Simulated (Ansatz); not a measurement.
# Nb (Im-3m) in Ansatz: further runs

The runs below take Nb through single point, with PBE.

Program: Ansatz 0.2.0. These are calculated values, not measurements. Logs are shortened: lines on timing, memory, paths and dates and some standing lists are left out, and cuts for length are marked.

### 1 The crystal as given

Symmetry: Im-3m, No. 229, cubic system. Conventional cell: a = 3.328 Å, b = 3.328 Å, c = 3.328 Å, α = 90.00°, β = 90.00°, γ = 90.00°. Nb (site symmetry m-3m) is surrounded by 8 Nb at 2.88 Å.

### 2 Single point, PBE

Contents of input.yaml:

```yaml
crystal:
  lattice:
    - [-1.66395, 1.66395, 1.66395]
    - [1.66395, -1.66395, 1.66395]
    - [1.66395, 1.66395, -1.66395]
  atoms:
    - { symbol: Nb, position: [0.0, 0.0, 0.0] }
hamiltonian:
  xc: pbe
  pseudopotentials: { kind: paw }
kpoints:
  mp_grid: { grid: [11, 11, 11] }
scf:
  occupations: { method: gaussian, width: 0.027 }
output:
  forces: true
  stress: true
  eigenvalues: true
```

Potentials or basis: Ansatz PAW.

Command:

```console
$ ansatz run input.yaml --threads 2 --pin off --max-ram 5632MiB --backend cpu --events-out ev --progress --plain --runs-dir out
```

The program printed:

```text
Warning: RAYON_NUM_THREADS=2 ignored (pool sized by the plan → 2); use --threads N
Engine: ansatz 0.2.0, x86_64-unknown-linux-gnu
Pseudopotentials: kind: paw
Pseudopotential: Nb, paw, valence charge 13, recommended cutoff 420 eV (normal), Nb.paw.azcp
Functional definition: PBE
  parameter kappa = 0.804
  parameter beta = 0.06672455060314922
  exchange = pbe_x(kappa = kappa, mu = beta*pi^2/3)
  correlation = pbe_c(beta = beta)
Crystal: 1 atoms, lattice volume = 18.428 Å³
Basis set: ecut = 420 eV, 369 PW (Γ), exchange–correlation on 40×40×40 points (8 copies of the dense FFT grid, shifted against one another)
Bands: 11, of which v1, the nominal top of the filled ones, is band 7 counted from 1 (6 counted from 0)
Symmetry: 48 space group operations
Space group: Im-3m (ITA 229), of the structure as read, at distance tolerance 2.6e-5 Å
k-points: 56 of 1331
Non-local potential: Nb, projectors of the file, l = 0: 3, l = 1: 2, l = 2: 2, l = 3: 1
PAW form: soft (Blöchl's): semilocal exchange-correlation on the pseudo side does not see the compensation charge
PAW one-centre angular grid: Nb, 590 points (default); XC on 64 Gauss nodes
Initial density: superposition of atomic densities (neutral atoms: chi_scale 0, normalization atom), corrected by the library's trained network
Initial wavefunctions: pseudopotential atomic-orbital guess
Functional: x = pbe(κ = 0.804, μ = 0.2195149727645171), c = pbe(β = 0.06672455060314922)
SCF iter   1: F=—  HF=-4552.274253 eV  |F-HF|=—  |Δ(HF+E_count)|=         —  Δρ=4.33e-3  dr2=3.19e-3  ethr=1.77e-3  ⟨swp⟩=5.5  Hψ=3646  notcnv=0
preconditioner: auto → none  [metal: Δε(μ)=0.008 eV  Ē_g=7.438 eV  σ=0.027 eV  W_gap=0.17  n_scr=0 (ndim 8)  ℏωp=19.3 eV  f_vac=0.000  D(μ)=2.56/eV (n_scr^D=42)]
SCF iter   2: F=—  HF=-4552.273562 eV  |F-HF|=—  |Δ(HF+E_count)|=   6.91e-4  Δρ=1.77e-3  dr2=2.90e-4  ethr=2.45e-5  ⟨swp⟩=2.6  Hψ=1498  notcnv=0  defer=24
SCF iter   3: F=—  HF=-4552.273557 eV  |F-HF|=—  |Δ(HF+E_count)|=   4.79e-6  Δρ=5.34e-4  dr2=2.89e-5  ethr=2.23e-6  ⟨swp⟩=1.0  Hψ=590  notcnv=0  defer=24
SCF iter   4: F=—  HF=-4552.273558 eV  |F-HF|=—  |Δ(HF+E_count)|=   8.71e-7  Δρ=3.80e-5  dr2=6.03e-8  ethr=2.22e-7  ⟨swp⟩=1.0  Hψ=592  notcnv=0  defer=24
iter 5 did not close the SCF: its close was put off for the readings that it lacked (scf_convergence_deferred on its scf_iter line)
SCF iter   5: F=-4552.273558 eV  HF=-4552.273558 eV  |F-HF|=1.10e-10  |Δ(HF+E_count)|=   1.10e-7  Δρ=2.55e-6  dr2=2.98e-10  ethr=4.64e-10  ⟨swp⟩=2.0  Hψ=945  notcnv=0  defer=24
SCF iter   6: F=-4552.273558 eV  HF=-4552.273558 eV  |F-HF|=9.09e-13  |Δ(HF+E_count)|=  1.36e-10  Δρ=1.88e-7  dr2=2.15e-12  ethr=2.29e-12  ⟨swp⟩=2.4  Hψ=2109  notcnv=0
SCF 1 converged in 6 iterations: F = -4552.273558 eV  dr2 = 2.15e-12
SCF converged after 6 iterations
Free energy (F): -4552.273558 eV
Harris-Foulkes:  -4552.273558 eV  (|F-HF|=9.09e-13)
Internal energy: -4552.272604 eV  (E = F + TS)
E sigma→0 (E₀):  -4552.273081 eV
Entropy (-TS):   -0.000954 eV (-0.954 meV/atom)
Fermi energy:    17.239733 eV
--- Per-component energies (eV) ---
  E_band       = -73.743070
  E_kinetic    = 394.295340
  E_local      = -706.407281  (includes V_loc(G=0)·N_el)
  E_nonlocal   = 119.699116
  E_hartree    = 219.534611
  E_xc         = -175.461892
  E_vxc        = -212.839123  (∫ρ·V_xc dr)
  E_paw        = -3073.330551  (= ΣΔE_a)
  E_vpaw       = -107.560362  (= ΣTr[D̂ρ^β])
  E_aug_tail   = 0.000006  (compensation charges beyond the density's cutoff)
  E_ewald      = -1330.601953
  E_smearing   = -0.000954  (= −TS)
  E_closure    = 0.000000  (closes the sum)
  Σ components = -4552.273558   (vs F -4552.273558, Δ=0.00e0)
--- Forces (eV/Å), atoms counted from 1 ---
  atom   1  Nb    -0.00000000     0.00000000    -0.00000000
  max |Σ_I F_I| component: 5.55e-32 eV/Å
--- Stress (GPa, compression-positive) ---
       -1.737068      -0.000000      -0.000000
       -0.000000      -1.737068       0.000000
        0.000000      -0.000000      -1.737068
  P = ⅓ Tr σ = -1.7371 GPa (-17.371 kbar)
--- Band table (eV; the first three rows and the last of 56) ---
  k-point 0: bands = ["-37.0809", "-12.4383", "-12.4383", "-12.4383", "11.4417", "17.6680", "17.6680", "17.6680", "20.5024", "20.5024", "31.3843"]
  k-point 1: bands = ["-37.0634", "-12.5458", "-12.4712", "-12.4391", "11.7691", "17.4703", "17.6132", "17.9837", "20.2242", "20.5057", "31.6357"]
  k-point 2: bands = ["-37.0162", "-12.8271", "-12.5584", "-12.4414", "12.6268", "16.9872", "17.3622", "18.8982", "19.9198", "20.5516", "31.9341"]
  k-point 55: bands = ["-36.7045", "-13.3071", "-13.2874", "-13.2874", "13.8009", "13.8514", "22.1578", "22.1578", "22.5894", "25.7456", "26.9506"]
```

Wall time 0.83 s (2 threads of Intel Xeon at 2.70GHz, shared host); peak memory 0.29 GiB.

Results:

```yaml
Free_energy: -4552.2736 eV
Pressure: -1.7 GPa
Band_gap_on_the_k_mesh: none (metal or under the smearing width)
```

Levels at points of the mesh, in eV from the Fermi level:
```
           k point  band 3  band 4  band 5  band 6  band 7  band 8  band 9  band 10
(0.00, 0.00, 0.00)  -29.68  -29.68   -5.80    0.43    0.43    0.43    3.26     3.26
```

### 3 Single point, PBE

input.yaml, as its differences from that of step 2:

```diff
@@ -13,3 +13,3 @@
 scf:
-  occupations: { method: gaussian, width: 0.027 }
+  occupations: { method: gaussian, width: 0.028 }
 output:
```

Potentials or basis: Ansatz PAW.

Command:

```console
$ ansatz run input.yaml --threads 2 --pin off --max-ram 5632MiB --backend cpu --events-out ev --progress --plain --runs-dir out
```

The program printed:

```text
Warning: RAYON_NUM_THREADS=2 ignored (pool sized by the plan → 2); use --threads N
[... 8 set-up lines as earlier in the session ...]
Crystal: 1 atoms, lattice volume = 18.428 Å³
Basis set: ecut = 420 eV, 369 PW (Γ), exchange–correlation on 40×40×40 points (8 copies of the dense FFT grid, shifted against one another)
Bands: 11, of which v1, the nominal top of the filled ones, is band 7 counted from 1 (6 counted from 0)
[... 2 set-up lines as earlier in the session ...]
k-points: 56 of 1331
[... 3 set-up lines as earlier in the session ...]
[... 22 lines left out ...]
  E_kinetic    = 394.295441
  E_local      = -706.408013  (includes V_loc(G=0)·N_el)
  E_nonlocal   = 119.699349
  E_hartree    = 219.535064
  E_xc         = -175.461861
  E_vxc        = -212.839090  (∫ρ·V_xc dr)
  E_paw        = -3073.330612  (= ΣΔE_a)
  E_vpaw       = -107.560427  (= ΣTr[D̂ρ^β])
  E_aug_tail   = 0.000006  (compensation charges beyond the density's cutoff)
  E_ewald      = -1330.601953
  E_smearing   = -0.001016  (= −TS)
  E_closure    = -0.000000  (closes the sum)
  Σ components = -4552.273594   (vs F -4552.273594, Δ=0.00e0)
--- Forces (eV/Å), atoms counted from 1 ---
  atom   1  Nb     0.00000000     0.00000000    -0.00000000
  max |Σ_I F_I| component: 1.85e-32 eV/Å
--- Stress (GPa, compression-positive) ---
       -1.738334      -0.000000      -0.000000
        0.000000      -1.738334      -0.000000
       -0.000000       0.000000      -1.738334
  P = ⅓ Tr σ = -1.7383 GPa (-17.383 kbar)
--- Band table (eV; the first three rows and the last of 56) ---
  k-point 0: bands = ["-37.0808", "-12.4383", "-12.4383", "-12.4383", "11.4417", "17.6680", "17.6680", "17.6680", "20.5024", "20.5024", "31.3843"]
  k-point 1: bands = ["-37.0633", "-12.5457", "-12.4712", "-12.4391", "11.7691", "17.4703", "17.6132", "17.9837", "20.2243", "20.5057", "31.6357"]
  k-point 2: bands = ["-37.0161", "-12.8271", "-12.5584", "-12.4413", "12.6268", "16.9872", "17.3622", "18.8982", "19.9198", "20.5517", "31.9341"]
  k-point 55: bands = ["-36.7045", "-13.3070", "-13.2873", "-13.2873", "13.8009", "13.8514", "22.1578", "22.1578", "22.5894", "25.7456", "26.9506"]
```

Wall time 0.73 s (2 threads of Intel Xeon at 2.70GHz, shared host); peak memory 0.29 GiB.

Results:

```yaml
Free_energy: -4552.2736 eV
Pressure: -1.7 GPa
Band_gap_on_the_k_mesh: none (metal or under the smearing width)
```

### 4 Single point, PBE

input.yaml, as its differences from that of step 3:

```diff
@@ -13,3 +13,3 @@
 scf:
-  occupations: { method: gaussian, width: 0.028 }
+  occupations: { method: gaussian, width: 0.013 }
 output:
```

Potentials or basis: Ansatz PAW.

Command:

```console
$ ansatz run input.yaml --threads 2 --pin off --max-ram 5632MiB --backend cpu --events-out ev --progress --plain --runs-dir out
```

The program printed:

```text
Warning: RAYON_NUM_THREADS=2 ignored (pool sized by the plan → 2); use --threads N
[... 8 set-up lines as earlier in the session ...]
Crystal: 1 atoms, lattice volume = 18.428 Å³
Basis set: ecut = 420 eV, 369 PW (Γ), exchange–correlation on 40×40×40 points (8 copies of the dense FFT grid, shifted against one another)
Bands: 11, of which v1, the nominal top of the filled ones, is band 7 counted from 1 (6 counted from 0)
[... 2 set-up lines as earlier in the session ...]
k-points: 56 of 1331
[... 3 set-up lines as earlier in the session ...]
[... 24 lines left out ...]
  E_nonlocal   = 119.700587
  E_hartree    = 219.538580
  E_xc         = -175.461905
  E_vxc        = -212.839185  (∫ρ·V_xc dr)
  E_paw        = -3073.330988  (= ΣΔE_a)
  E_vpaw       = -107.560896  (= ΣTr[D̂ρ^β])
  E_aug_tail   = 0.000006  (compensation charges beyond the density's cutoff)
  E_ewald      = -1330.601953
  E_smearing   = -0.000253  (= −TS)
  E_closure    = 0.000000  (closes the sum)
  Σ components = -4552.273166   (vs F -4552.273166, Δ=0.00e0)
--- Forces (eV/Å), atoms counted from 1 ---
  atom   1  Nb    -0.00000000     0.00000000    -0.00000000
  max |Σ_I F_I| component: 6.27e-32 eV/Å
--- Stress (GPa, compression-positive) ---
       -1.743060      -0.000000       0.000000
       -0.000000      -1.743060       0.000000
       -0.000000       0.000000      -1.743060
  P = ⅓ Tr σ = -1.7431 GPa (-17.431 kbar)
--- Band table (eV; the first three rows and the last of 56) ---
  k-point 0: bands = ["-37.0805", "-12.4379", "-12.4379", "-12.4379", "11.4417", "17.6682", "17.6682", "17.6682", "20.5026", "20.5026", "31.3843"]
  k-point 1: bands = ["-37.0630", "-12.5454", "-12.4708", "-12.4387", "11.7692", "17.4705", "17.6134", "17.9839", "20.2244", "20.5059", "31.6357"]
  k-point 2: bands = ["-37.0157", "-12.8267", "-12.5580", "-12.4410", "12.6268", "16.9874", "17.3624", "18.8984", "19.9200", "20.5519", "31.9341"]
  k-point 55: bands = ["-36.7041", "-13.3067", "-13.2870", "-13.2870", "13.8010", "13.8515", "22.1580", "22.1580", "22.5897", "25.7457", "26.9507"]
```

Wall time 0.61 s (2 threads of Intel Xeon at 2.70GHz, shared host); peak memory 0.29 GiB.

What came out:

```
Free energy            : -4552.2732 eV
Pressure               : -1.7 GPa
Band gap on the k mesh : none (metal or under the smearing width)
```

### 5 Single point, PBE

input.yaml, as its differences from that of step 4:

```diff
@@ -13,3 +13,3 @@
 scf:
-  occupations: { method: gaussian, width: 0.013 }
+  occupations: { method: gaussian, width: 0.014 }
 output:
```

Command:

```console
$ ansatz run input.yaml --threads 2 --pin off --max-ram 5632MiB --backend cpu --events-out ev --progress --plain --runs-dir out
```

It took 0.66 s on 2 threads of Intel Xeon at 2.70GHz, shared host; peak memory 0.29 GiB.

The run converged. Its results:

```yaml
Free_energy: -4552.2732 eV
Pressure: -1.7 GPa
Band_gap_on_the_k_mesh: none (metal or under the smearing width)
```

Levels at points of the mesh, in eV from the Fermi level:
| k point | band 4 | band 5 | band 6 | band 7 | band 8 | band 9 |
| --- | --- | --- | --- | --- | --- | --- |
| (0.00, 0.00, 0.00) | -29.68 | -5.80 | 0.43 | 0.43 | 0.43 | 3.26 |

### 6 Summary

```tsv
smearing	gap on the mesh (eV)	pressure (GPa)
gaussian 0.027 eV	none	-1.7
gaussian 0.028 eV	none	-1.7
gaussian 0.013 eV	none	-1.7
gaussian 0.014 eV	none	-1.7
```

Alike in all rows: task single point; level PBE; potentials or basis Ansatz PAW; no spin polarisation; cell as given; k mesh 11 × 11 × 11; cutoff (eV) 420.

Every run on the cell as given and a fine mesh finds a metal.

Absolute energies hang on the potentials; compare differences alone.
